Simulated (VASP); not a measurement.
# BaS in VASP 6.6.1, relaxation

INCAR

```
IBRION = 3
NELM = 120
POTIM = 0.2
ISIF = 3
EDIFFG = -5E-3
ISMEAR = -1
LREAL = .FALSE.
SIGMA = 0.02
SMASS = 0.4
NSW = 40
ENCUT = 600
ALGO = VeryFast
NELECT = 16.5
EDIFF = 1E-7
NBANDS = 15
LCHARG = .FALSE.
PREC = Accurate
LASPH = .TRUE.
GGA = CA
LWAVE = .FALSE.
```

KPOINTS

```
KPOINTS created by Atomic Simulation Environment
0
Gamma
6 6 6
0 0 0
```

POSCAR

```
Ba S
 1.0000000000000000
     0.0000000000000000    3.5194117709000001    3.5194117709000001
     3.5194117709000001    0.0000000000000000    3.5194117709000001
     3.5194117709000001    3.5194117709000001    0.0000000000000000
 Ba  S
   1   1
Cartesian
  0.0000000000000000  0.0000000000000000  0.0000000000000000
  1.7597058854500001  1.7597058854500001  1.7597058854500001
```

The recommended LDA PAW datasets give the neutral cell 16 valence electrons.

Command

```
mpirun -np 1 vasp_std
```

OSZICAR

```
N       E                     dE             d eps       ncg     rms          rms(c)
RMM:   1     0.150225162398E+03    0.15023E+03   -0.47158E+03   240   0.810E+02
RMM:   2     0.498974516327E+02   -0.10033E+03   -0.11613E+03   240   0.177E+02
RMM:   3     0.529795017227E+01   -0.44600E+02   -0.42319E+02   240   0.882E+01
RMM:   4    -0.643347041740E+01   -0.11731E+02   -0.10511E+02   240   0.532E+01
RMM:   5    -0.919402668583E+01   -0.27606E+01   -0.22400E+01   240   0.241E+01
RMM:   6    -0.991661018862E+01   -0.72258E+00   -0.61349E+00   240   0.132E+01
RMM:   7    -0.101443434522E+02   -0.22773E+00   -0.20734E+00   240   0.744E+00
RMM:   8    -0.102307644229E+02   -0.86421E-01   -0.82069E-01   240   0.467E+00
RMM:   9    -0.102869748078E+02   -0.56210E-01   -0.54659E-01   658   0.294E+00
RMM:  10    -0.102978105229E+02   -0.10836E-01   -0.86392E-02   696   0.109E+00
...
  19 F= -.92948794E+01 E0= -.92925984E+01  d E =-.529859E-04
       N       E                     dE             d eps       ncg     rms          rms(c)
RMM:   1    -0.929526895163E+01   -0.38963E-03   -0.90317E-03   484   0.599E-01    0.819E-02
RMM:   2    -0.929499796086E+01    0.27099E-03   -0.51606E-04   502   0.141E-01    0.467E-02
RMM:   3    -0.929489981627E+01    0.98145E-04   -0.32555E-04   481   0.103E-01    0.105E-02
RMM:   4    -0.929489746027E+01    0.23560E-05   -0.19944E-05   498   0.232E-02    0.481E-03
RMM:   5    -0.929489773092E+01   -0.27065E-06   -0.72018E-06   531   0.136E-02    0.324E-03
RMM:   6    -0.929489795425E+01   -0.22333E-06   -0.64600E-07   529   0.415E-03    0.227E-03
RMM:   7    -0.929489803281E+01   -0.78565E-07   -0.32000E-07   421   0.243E-03
  20 F= -.92948980E+01 E0= -.92926179E+01  d E =-.186741E-04
```

From OUTCAR

```
k-points           NKPTS =     16   k-points in BZ     NKDIM =     16   number of bands    NBANDS=     15

   NELECT =      16.5000    total number of electrons

   dimension x,y,z NGX =    40 NGY =   40 NGZ =   40
   dimension x,y,z NGXF=    80 NGYF=   80 NGZF=   80

  energy-cutoff  :      600.00
  volume of cell :       95.95
      direct lattice vectors                 reciprocal lattice vectors
    -0.000000000  3.633578869  3.633578869    -0.137605380  0.137605380  0.137605380
     3.633578869 -0.000000000  3.633578869     0.137605380 -0.137605380  0.137605380
     3.633578869  3.633578869 -0.000000000     0.137605380  0.137605380 -0.137605380

 k-points in reciprocal lattice and weights: KPOINTS created by Atomic Simulation Env
   0.00000000  0.00000000  0.00000000       0.005
   0.16666667  0.00000000  0.00000000       0.037
   0.33333333  0.00000000  0.00000000       0.037
   0.50000000  0.00000000  0.00000000       0.019
   0.16666667  0.16666667  0.00000000       0.028
   0.33333333  0.16666667  0.00000000       0.111
   0.50000000  0.16666667  0.00000000       0.111
  -0.33333333  0.16666667  0.00000000       0.111
   ...

 E-fermi :   2.1395

 k-point     1 :       0.0000    0.0000    0.0000
  band No.  band energies     occupation
      1     -27.1492      2.00000
      2     -12.3275      2.00000
      3     -12.3275      2.00000
      4     -12.3275      2.00000
      5     -10.7720      2.00000
      6      -1.5640      2.00000
      7      -1.5640      2.00000
      8      -1.5640      2.00000
      9       1.1187      2.00000
     10       3.8175      0.00000
     11       3.8175      0.00000
     12       5.4655      0.00000
     13       5.4655      0.00000
     14       5.4655      0.00000
     15       8.1432      0.00000

 k-point     2 :       0.1667    0.0000    0.0000
  band No.  band energies     occupation
      1     -27.1469      2.00000
      2     -12.4603      2.00000
      3     -12.3346      2.00000
      4     -12.3346      2.00000
      5     -10.6307      2.00000
      6      -1.6769      2.00000
      7      -1.5072      2.00000
      8      -1.5072      2.00000
      9       1.6874      2.00000
     10       3.6299      0.00000
     11       3.6299      0.00000
     12       5.1310      0.00000
     13       5.7959      0.00000
     14       5.7959      0.00000
     15       6.8413      0.00000

 k-point     3 :       0.3333    0.0000    0.0000
  band No.  band energies     occupation
      1     -27.1424      2.00000
      2     -12.6747      2.00000
      3     -12.3486      2.00000
      4     -12.3486      2.00000
      5     -10.4046      2.00000
      6      -1.7082      2.00000
      7      -1.4021      2.00000
      8      -1.4021      2.00000
      9       2.6198      0.00000
     10       3.6413      0.00000
     11       3.6413      0.00000
     12       4.3916      0.00000
     13       5.5556      0.00000
     14       5.5556      0.00000
     15       6.0037      0.00000

 ...

  Total        0.0059374      0.0059374      0.0059374      0.0000000      0.0000000     -0.0000000
  in kB        0.0991448      0.0991448      0.0991448      0.0000000      0.0000000     -0.0000000
  external PRESSURE =       0.0991448 kB  Pullay stress =       0.0000000 kB

 POSITION                                       TOTAL-FORCE (eV/Angst)
 -----------------------------------------------------------------------------------
     -0.00000     -0.00000     -0.00000         0.000000      0.000000      0.000000
      1.81679      1.81679      1.81679        -0.000000     -0.000000     -0.000000
 -----------------------------------------------------------------------------------
    total drift:                                0.000000      0.000000     -0.000000

  FREE ENERGIE OF THE ION-ELECTRON SYSTEM (eV)
  ---------------------------------------------------
  free  energy   TOTEN  =        -9.2948980328 eV

  energy  without entropy=       -9.2903377409  energy(sigma->0) =       -9.29261789
```

```csv
ionic step,ΔE (meV/atom),volume (Å³),largest force (eV/Å),pressure (GPa),electronic steps
1,0.0,87.18,0.000,2.68,24
2,-31.4,93.46,0.000,0.64,12
3,-29.2,99.67,0.000,-0.79,12
4,-23.2,101.64,0.000,-1.15,10
5,-29.9,99.40,0.000,-0.74,11
6,-33.9,95.77,0.000,0.05,11
7,-31.6,93.57,0.000,0.61,11
14,-33.8,95.38,0.000,0.15,8
15,-33.8,95.46,0.000,0.13,5
16,-33.9,95.86,0.000,0.03,8
17,-33.9,96.22,0.000,-0.05,8
18,-33.9,96.31,0.000,-0.07,6
19,-33.9,96.16,0.000,-0.04,7
20,-33.9,95.95,0.000,0.01,7
```

It converged. Results: relaxed cell vector lengths 5.139, 5.139, 5.139 Å; relaxed cell volume 95.95 Å³.

The cell is charged and sits in a uniform background. The volume moved far on the plane waves of the start cell, so a restart from CONTCAR is due.

For comparison, a separate LDA relaxation on usual settings, not on those above, ends at 82.38 Å³.

The run above took about 2.4 min on one core of a shared host (Intel Xeon 6975P-C) and held 0.23 GiB at most.
